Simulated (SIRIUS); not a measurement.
Moving the dispersion correction in Mo

The cell as given:

```xyz
1
Lattice="-1.5838 1.5838 1.5838 1.5838 -1.5838 1.5838 1.5838 1.5838 -1.5838" Properties=species:S:1:pos:R:3 pbc="T T T"
Mo    0.0000    0.0000    0.0000
```

Kept alike: task relaxation of cell and atoms; functional BLYP; k mesh 8 × 8 × 8; occupations fermi-dirac, width 0.05 eV; no spin polarisation. Program: SIRIUS, PseudoDojo 0.4.1 PBE standard (scalar relativistic), cutoff 1102 eV. The mesh is that of the run's cell of 1 atom. No spin-orbit coupling.

| dispersion correction | volume (Å³/atom) |
| --- | --- |
| D3(zero) | 15.479 |
| D3(BJ) | 15.327 |
| none | 16.457 |

The relaxations keep at least the cell's symmetry (Im-3m). For a metal such a mesh leaves the last digits unconverged. Relaxations stop with a little pressure left, so the last digits of a volume or edge aren't settled. Runs of this series that gave no sound value for these columns are left out. All rows use potentials made for PBE.

The volume runs from 15.327 (D3(BJ)) to 16.457 Å³/atom (none). Against no correction: D3(zero) -5.9 %; D3(BJ) -6.9 %. Dispersion terms mostly attract and so lower the volume; the schemes' coefficients and damping set how far. Measured: 15.59 Å³/atom (pmc:5456621, doi:10.3390/ma9100834); nearest D3(zero), 0.11 Å³/atom off. The runs are for a static lattice.

Without a dispersion term BLYP makes molybdenum too large, at 16.457 Å³/atom against the measured 15.59, while both D3 variants contract it to slightly below experiment. Cohesion in this metal comes mainly from the partly filled 4d band, whose bonding states are largely occupied and antibonding ones largely empty, not from van der Waals attraction. The expansion without correction fits the known tendency of BLYP to underbind metals; its LYP correlation part does not recover the uniform electron gas limit.

The D3 contraction therefore probably makes up in part for missing metallic binding, rather than measuring a real dispersion contribution of that size. Pairwise coefficients derived from atoms and molecules do not describe the screening by itinerant electrons, and at nearest-neighbour distances in a dense metal the result depends on the damping. The closeness of D3(zero) to experiment is thus no evidence that its description of the bonding is the better one. Whether the correction also improves the cohesive energy or the elastic stiffness cannot be judged from equilibrium volumes alone.
